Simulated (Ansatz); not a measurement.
# GaN: the cost of one run

Computed with Ansatz 0.2.0 (DFT PBE, scalar-relativistic, plane waves, PAW, unless a step's input says otherwise).

The COD entry's cell or inner coordinates are ideal or old and differ from later refinements, so a difference from it is no clean test against experiment.

2 further runs of the same task are left out: 1 that didn't finish, 1 set aside as unsound or not needed.

## (1) The starting structure

The structure is hexagonal, space group P6_3mc (No. 186). The conventional cell has a = 3.218 Å, b = 3.218 Å, c = 5.243 Å, α = 90.00°, β = 90.00°, γ = 120.00°. Ga (site symmetry 3m) has 4 N at 1.97 to 1.98 Å as nearest neighbours. N (site symmetry 3m) has 4 Ga at 1.97 to 1.98 Å as nearest neighbours.

As a file:

```
Ga N
1.0
     3.21843    0.00000    0.00000
    -1.60921    2.78724    0.00000
     0.00000    0.00000    5.24303
Ga N
2 2
Direct
  0.33333 0.66667 0.99913
  0.66667 0.33333 0.49913
  0.33333 0.66667 0.37587
  0.66667 0.33333 0.87587
```

It is the result of an earlier relaxation at this level (volume 11.76 Å³/atom; gap on the mesh: 1.71 eV).

## (2) Electronic structure at the relaxed geometry

The input, input.yaml:

```yaml
crystal:
  lattice:
    - [3.218428925, 0.0, 0.0]
    - [-1.6092144625, 2.7872412093, 0.0]
    - [0.0, 0.0, 5.2430304918]
  atoms:
    - { symbol: Ga, position: [0.3333333333, 0.6666666667, -0.0008683122] }
    - { symbol: Ga, position: [0.6666666667, 0.3333333333, 0.4991316878] }
    - { symbol: "N", position: [0.3333333333, 0.6666666667, 0.3758683122] }
    - { symbol: "N", position: [0.6666666667, 0.3333333333, 0.8758683122] }
basis:
  ecutwfc: 420
kpoints:
  mp_grid: { grid: [12, 12, 6] }
  band_path:
    path:
      - [[0.0, 0.0, 0.0], [0.5, 0.0, 0.0], [0.33333333, 0.33333333, 0.0], [0.0, 0.0, 0.0], [0.0, 0.0, 0.5], [0.5, 0.0, 0.5], [0.33333333, 0.33333333, 0.5], [0.0, 0.0, 0.5]]
      - [[0.5, 0.0, 0.5], [0.5, 0.0, 0.0]]
      - [[0.33333333, 0.33333333, 0.5], [0.33333333, 0.33333333, 0.0]]
    npoints: 14
hamiltonian:
  xc: pbe
scf:
  occupations: { method: gaussian, width: 0.02 }
  n_extra_bands: 10
output:
  forces: true
  stress: true
  eigenvalues: true
  populations: true
  dos: { projected: true, de: 0.02, nscf_kmesh: { grid: [18, 18, 9] } }
  bader: true
  write_density: true
  write_potential: true
  elf: true
  volumetric_format: npy
```

The run is started by

```
ansatz run input.yaml --threads 1 --pin off --max-ram 2560MiB --backend cpu --events-out ev --progress --plain --runs-dir out
```

Q: Estimate wall time and peak memory on 1 thread of Intel Xeon Platinum 8375C at 2.90GHz (Ice Lake), shared host.

About 73 s, with a peak of 0.46 GiB.
